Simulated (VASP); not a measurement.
# How biaxial strain in the (001) plane changes AlN (F-43m)

Strain engineering needs slopes: what does biaxial strain in the (001) plane do to the lattice and the band edges of AlN?

Main program and level: VASP 6.6.1; LDA; plane waves and PAW (Al, N); cell typed or built by script, in the first sound run; inputs show where later runs differ.

## 1. Set-up

The structure is cubic, space group F-43m (No. 216). Conventional cell: a = 4.380 Å, b = 4.380 Å, c = 4.380 Å, α = 90.00°, β = 90.00°, γ = 90.00°. Nearest to Al lie 4 N at 1.90 Å. Nearest to N lie 4 Al at 1.90 Å. Farther neighbours and most contacts between anions are not listed.

As a file:

```
Al N
1.0
     0.00000    2.19000    2.19000
     2.19000    0.00000    2.19000
     2.19000    2.19000    0.00000
Al N
1 1
Direct
  0.00000 0.00000 0.00000
  0.25000 0.25000 0.25000
```

## 2. Relax the crystal, LDA

The series starts from the cell that this level prefers, so that zero strain is near zero stress.

This step took 2 runs in a row; the last is shown.

Level: LDA; plane waves and PAW (Al, N); cell typed or built by script.

INCAR reads:

```
SYSTEM = AlN
PREC = Accurate
ENCUT = 600
EDIFF = 1E-07
NELM = 120
ISMEAR = 0
SIGMA = 0.02
LREAL = .FALSE.
ALGO = Normal
GGA = CA
NBANDS = 10
LASPH = .TRUE.
LORBIT = 11
LWAVE = .FALSE.
LCHARG = .FALSE.
KPAR = 16
IBRION = 2
NSW = 40
ISIF = 3
EDIFFG = -0.005
POTIM = 0.4
```

POSCAR reads:

```
AlN
1.0
    0.0000000000      2.1729629977      2.1729629977
    2.1729629977      0.0000000000      2.1729629977
    2.1729629977      2.1729629977      0.0000000000
Al N
1 1
Direct
    0.0000000000      0.0000000000      0.0000000000
    0.2500000000      0.2500000000      0.2500000000
```

KPOINTS reads:

```
Automatic mesh
0
Gamma
12 12 12
0 0 0
```

The projector-augmented-wave data sets are Al and N (LDA family, release 64).

The run is started by

```
$ mpirun -np 16 vasp_std
```

The program printed:

```text
[banner, memory and clock lines left out]
running   16 mpi-ranks, on    1 nodes
[...]
|                                                                             |
|           W    W    AA    RRRRR   N    N  II  N    N   GGGG   !!!           |
|           W    W   A  A   R    R  NN   N  II  NN   N  G    G  !!!           |
|           W    W  A    A  R    R  N N  N  II  N N  N  G       !!!           |
|           W WW W  AAAAAA  RRRRR   N  N N  II  N  N N  G  GGG   !            |
|           WW  WW  A    A  R   R   N   NN  II  N   NN  G    G                |
|           W    W  A    A  R    R  N    N  II  N    N   GGGG   !!!           |
|                                                                             |
|     For optimal performance we recommend to set                             |
|       NCORE = 2 up to number-of-cores-per-socket                            |
|     NCORE specifies how many cores store one orbital (NPAR=cpu/NCORE).      |
|     This setting can greatly improve the performance of VASP for DFT.       |
[...]
|     Unfortunately you need to use the default for GW and RPA                |
|     calculations (for HF NCORE is supported but not extensively tested      |
|     yet).                                                                   |
|                                                                             |

 LDA part: xc-table for (Slater(with rela. corr.)+CA(PZ))
 , standard interpolation
 POSCAR, INCAR and KPOINTS ok, starting setup
[...]
entering main loop
       N       E                     dE             d eps       ncg     rms          rms(c)
DAV:   1     0.121295161562E+02    0.12130E+02   -0.44324E+03  1456   0.769E+02
DAV:   2    -0.180827623717E+02   -0.30212E+02   -0.29360E+02  1794   0.139E+02
DAV:   3    -0.189339140754E+02   -0.85115E+00   -0.85003E+00  1774   0.232E+01
DAV:   4    -0.189373993829E+02   -0.34853E-02   -0.34851E-02  1628   0.172E+00
[...]
DAV:  10    -0.163761952242E+02   -0.19680E-04   -0.63420E-05  1566   0.609E-02    0.412E-02
DAV:  11    -0.163761938755E+02    0.13486E-05   -0.13174E-06  1622   0.881E-03    0.811E-03
DAV:  12    -0.163761938750E+02    0.55468E-09   -0.33902E-08   886   0.159E-03
   1 F= -.16376194E+02 E0= -.16376194E+02  d E =-.163762E+02
[...]
reached required accuracy - stopping structural energy minimisation
```

Run time: 2 s. Hardware: 16 MPI ranks of Intel Xeon 6975P-C (Granite Rapids), shared host; peak memory 2.4 GiB.

Lines that name or quote the potential files are left out of all logs, and their timing lines are given in words.

From OUTCAR (step 2):

```text
  Total        0.0012619      0.0012619      0.0012619      0.0000000      0.0000000      0.0000000
  in kB        0.0985223      0.0985223      0.0985223      0.0000000      0.0000000      0.0000000
  external PRESSURE =       0.0985223 kB  Pullay stress =       0.0000000 kB

 POSITION                                       TOTAL-FORCE (eV/Angst)
 -----------------------------------------------------------------------------------
      0.00000      0.00000      0.00000        -0.000000     -0.000000     -0.000000
      1.08648      1.08648      1.08648         0.000000      0.000000      0.000000
 -----------------------------------------------------------------------------------
    total drift:                               -0.000000     -0.000000     -0.000000

  FREE ENERGIE OF THE ION-ELECTRON SYSTEM (eV)
  ---------------------------------------------------
  free  energy   TOTEN  =       -16.3761938750 eV

  energy  without entropy=      -16.3761938750  energy(sigma->0) =      -16.37619387

 reached required accuracy - stopping structural energy minimisation

[... 3 further parts left out ...]
[key lines of the parts left out:]
E-fermi :   6.0464
```

Numbers from this step:

| Item | Value |
| --- | --- |
| energy(sigma→0) of the program | -16.3762 eV |
| stress, compression positive | xx, yy, zz 0.01, 0.01, 0.01 GPa |
| volume | 20.520 Å³ |
| ionic steps | 1 |

## 3. Strain along the normal, LDA

One member in full: the plane is strained by -1 %, and the strain along the normal is moved by secant steps until the normal stress is under 0.012 GPa or five steps are spent; the atoms relax at each step.

This step took 3 runs, each at a new trial strain with the atoms of the one before; the last is shown.

Level: LDA; plane waves and PAW (Al, N); cell typed or built by script.

Edit INCAR of step 2 so:

```diff
@@ -15,7 +15,7 @@
 LCHARG = .FALSE.
-KPAR = 16
-IBRION = 2
-NSW = 40
-ISIF = 3
-EDIFFG = -0.005
-POTIM = 0.4
+KPAR = 4
+IBRION = 1
+NSW = 25
+ISIF = 2
+EDIFFG = -0.004
+POTIM = 0.3
```

POSCAR reads:

```
AlN
1.0
    0.0000000000      2.1512333680      2.1965599680
    2.1512333680      0.0000000000      2.1965599680
    2.1512333680      2.1512333680      0.0000000000
Al N
1 1
Direct
    0.0000000000      0.0000000000      0.0000000000
    0.2500000000      0.2500000000      0.2500000000
```

KPOINTS is that of step 2.

The run is started by

```
$ mpirun -np 4 vasp_std
```

The program printed:

```text
[banner, memory and clock lines left out]
running    4 mpi-ranks, on    1 nodes
[...]
LDA part: xc-table for (Slater(with rela. corr.)+CA(PZ))
 , standard interpolation
 POSCAR, INCAR and KPOINTS ok, starting setup
[...]
entering main loop
       N       E                     dE             d eps       ncg     rms          rms(c)
DAV:   1     0.119664608291E+02    0.11966E+02   -0.43489E+03  3316   0.764E+02
DAV:   2    -0.180549933571E+02   -0.30021E+02   -0.28626E+02  3902   0.140E+02
DAV:   3    -0.189497985214E+02   -0.89481E+00   -0.89349E+00  3848   0.236E+01
DAV:   4    -0.189536205033E+02   -0.38220E-02   -0.38218E-02  3654   0.184E+00
[...]
DAV:  10    -0.163722389192E+02   -0.20403E-04   -0.53847E-05  3534   0.561E-02    0.401E-02
DAV:  11    -0.163722378059E+02    0.11133E-05   -0.12470E-06  3658   0.800E-03    0.760E-03
DAV:  12    -0.163722378097E+02   -0.38071E-08   -0.33770E-08  1982   0.156E-03
   1 F= -.16372238E+02 E0= -.16372238E+02  d E =-.163722E+02
 BRION: g(F)=  0.974E-45 g(S)=  0.000E+00
 reached required accuracy - stopping structural energy minimisation
```

The job ended after 5.4 s (4 MPI ranks; peak memory 0.59 GiB; 18 s of CPU time).

OUTCAR, selected parts (step 3):

```text
  Total        0.3763814      0.3763814      0.0000209      0.0000000     -0.0000000      0.0000000
  in kB       29.6613302     29.6613302      0.0016489      0.0000000     -0.0000000      0.0000000
  external PRESSURE =      19.7747698 kB  Pullay stress =       0.0000000 kB

 POSITION                                       TOTAL-FORCE (eV/Angst)
 -----------------------------------------------------------------------------------
      0.00000      0.00000      0.00000         0.000000      0.000000     -0.000000
      1.07562      1.07562      1.09828        -0.000000     -0.000000      0.000000
 -----------------------------------------------------------------------------------
    total drift:                               -0.000000     -0.000000      0.000008

  FREE ENERGIE OF THE ION-ELECTRON SYSTEM (eV)
  ---------------------------------------------------
  free  energy   TOTEN  =       -16.3722378097 eV

  energy  without entropy=      -16.3722378097  energy(sigma->0) =      -16.37223781

[... 1 part as in an earlier step ...]

[... 3 further parts left out ...]
[key lines of the parts left out:]
E-fermi :   6.0603
```

This run gave:

- energy(sigma→0) of the program: -16.3722 eV
- stress, compression positive: xx, yy, zz 2.97, 2.97, 0.00 GPa
- ionic steps: 1

## 4. Band edges, HSE06

Short lines in KPOINTS_OPT sample the zone centre along and across the normal of the plane, for masses, and the other valleys.

Level: HSE06; plane waves and PAW (Al, N); cell typed or built by script.

INCAR reads:

```
SYSTEM = AlN
PREC = Accurate
ENCUT = 600
EDIFF = 1E-06
NELM = 100
ISMEAR = 0
SIGMA = 0.02
LREAL = .FALSE.
ALGO = Normal
LHFCALC = .TRUE.
AEXX = 0.25
GGA = PE
HFSCREEN = 0.2
LASPH = .TRUE.
NBANDS = 9
PRECFOCK = Fast
LWAVE = .FALSE.
LCHARG = .FALSE.
KPAR = 4
```

POSCAR is that of step 3.

KPOINTS reads:

```
Automatic mesh
0
Gamma
6 6 6
0 0 0
```

KPOINTS_OPT reads:

```
Line mode
6
Line-mode
Reciprocal
  0.00000000   0.00000000   0.00000000
  0.01747967   0.01747967   0.00000000

  0.00000000   0.00000000   0.00000000
 -0.00000000  -0.01711897  -0.01711897

  0.31000000   0.31000000   0.00000000
  0.50000000   0.50000000   0.00000000

  0.00000000   0.31000000   0.31000000
  0.00000000   0.50000000   0.50000000

  0.45000000   0.45000000   0.45000000
  0.50000000   0.50000000   0.50000000

  0.45000000   0.00000000   0.00000000
  0.50000000   0.00000000   0.00000000

  0.42500000   0.42500000   0.00000000
  0.42500000   0.44211897   0.01711897

  0.50000000   0.50000000   0.50000000
  0.48789506   0.51210494   0.50000000
```

The run is started by

```
$ mpirun -np 4 vasp_std
```

The program printed:

```text
[banner, memory and clock lines left out]
running    4 mpi-ranks, on    1 nodes
[...]
|                                                                             |
|               ----> ADVICE to this user running VASP <----                  |
|                                                                             |
|     You enforced a specific xc type in the INCAR file but a different       |
|     [... a line on the potential file left out ...]
|     I HOPE YOU KNOW WHAT YOU ARE DOING!                                     |
|                                                                             |

 LDA part: xc-table for (Slater+PW92), standard interpolation
 found WAVECAR, reading the header
 POSCAR, INCAR and KPOINTS ok, starting setup
[...]
reading WAVECAR
 the WAVECAR file was read successfully
 initial charge from wavefunction
 entering main loop
       N       E                     dE             d eps       ncg     rms          rms(c)
DAV:   1    -0.174575899921E+02   -0.17458E+02   -0.10410E+00   541   0.746E+00    0.948E+00
DAV:   2    -0.174585845781E+02   -0.99459E-03   -0.15224E-02   690   0.122E+00    0.615E+00
DAV:   3    -0.174567899983E+02    0.17946E-02   -0.44203E-03   582   0.392E-01    0.369E+00
DAV:   4    -0.174564303001E+02    0.35970E-03   -0.35962E-04   658   0.120E-01    0.218E+00
[...]
DAV:   8    -0.174561746428E+02    0.61442E-05   -0.21045E-06   510   0.134E-02    0.245E-01
DAV:   9    -0.174561727397E+02    0.19031E-05   -0.75641E-07   276   0.836E-03    0.144E-01
DAV:  10    -0.174561722366E+02    0.50308E-06   -0.26711E-07   276   0.562E-03
   1 F= -.17456172E+02 E0= -.17456172E+02  d E =-.157780E-39
 Start KPOINTS_OPT (optional k-point list driver)
k-point batch [1-30\48]
       N       E                     dE             ncg
DAV:   1     0.107858761058E+04   -0.58841E+04      540
DAV:   2     0.105498450459E+03   -0.97309E+03      767
DAV:   3     0.608343388038E+02   -0.44664E+02      602
DAV:   4     0.605291514174E+02   -0.30519E+00      649
DAV:   5     0.605276280581E+02   -0.15234E-02      634
DAV:   6     0.605276153193E+02   -0.12739E-04      700
DAV:   7     0.605276151919E+02   -0.12740E-06      606
k-point batch [31-48\48]
       N       E                     dE             ncg
DAV:   1     0.498350474474E+04   -0.61254E+04      324
DAV:   2     0.441748541313E+04   -0.56602E+03      449
DAV:   3     0.439428792450E+04   -0.23197E+02      345
DAV:   4     0.439410709754E+04   -0.18083E+00      378
DAV:   5     0.439410598804E+04   -0.11095E-02      394
DAV:   6     0.439410597646E+04   -0.11581E-04      391
DAV:   7     0.439410597631E+04   -0.14935E-06      295
```

Wall time 77 s (4 MPI ranks); peak memory 1.1 GiB; 4.6 min of CPU time.

From OUTCAR (step 4):

```text
  LATTYP: Found a body centered tetragonal cell.
 ALAT       =     3.0423034049
 C/A-ratio  =     1.4440111164

 Subroutine GETGRP returns: Found  8 space group operations
 (whereof  8 operations were pure point group operations)

The static configuration has the point symmetry D_2d.

 Found     30 irreducible k-points:

   k-points           NKPTS =     30   k-points in BZ     NKDIM =    216   number of bands    NBANDS=      9

   dimension x,y,z NGX =    28 NGY =   28 NGZ =   24
   dimension x,y,z NGXF=    56 NGYF=   56 NGZF=   48

   ENCUT  =  600.0 eV  44.10 Ry    6.64 a.u.   6.14  6.14  6.08*2*pi/ulx,y,z

   NELECT =       8.0000    total number of electrons

  exchange ACFDT corr.  =         0.00000000  see jH, gK, PRB 81, 115126

 E-fermi :   5.4753

 k-point     1 :       0.0000    0.0000    0.0000
  band No.  band energies     occupation
      1     -11.3682      2.00000
      2       5.2001      2.00000
      3       5.2937      2.00000
      4       5.2937      2.00000
      5      11.0724      0.00000
      6      19.7599      0.00000
      7      19.7599      0.00000
      8      19.7806      0.00000
      9      24.6593      0.00000

 k-point     2 :       0.1667   -0.0000    0.0000
  band No.  band energies     occupation
      1     -10.9295      2.00000
      2       3.2771      2.00000
      3       5.0660      2.00000
      4       5.1641      2.00000
      5      12.5562      0.00000
      6      18.8394      0.00000
      7      19.8899      0.00000
      8      20.0282      0.00000
      9      22.9392      0.00000

 POSITION                                       TOTAL-FORCE (eV/Angst)
 -----------------------------------------------------------------------------------
      0.00000      0.00000      0.00000        -0.000000     -0.000000     -0.000000
      1.07562      1.07562      1.09828         0.000000      0.000000      0.000000
 -----------------------------------------------------------------------------------
    total drift:                               -0.000002     -0.000002     -0.000007

  FREE ENERGIE OF THE ION-ELECTRON SYSTEM (eV)
  ---------------------------------------------------
  free  energy   TOTEN  =       -17.4561722366 eV

  energy  without entropy=      -17.4561722366  energy(sigma->0) =      -17.45617224

[... 1 part as in an earlier step ...]

[... 7 further parts left out ...]
```

Read from the output:

| Item | Value |
| --- | --- |
| energy(sigma→0) of the program | -17.4562 eV |

(Part 1 of 2 ends here.)

[Lines on the potential files, build, host, timing and source positions are cut from VASP's logs without a mark.]

[Logs are printed without paths, hosts, clocks, repeated set-up lines and the standing remarks that a program may print on its own settings, such as how far it seeks lower states.]

[Hosts, paths, dates, database ids (printed as entryN), source tags and the programs' standing remarks are cut or masked in the printed files.]

[In band tables of VASP the shares of atoms and orbitals are scaled to a sum of 1 inside the atoms' spheres.]
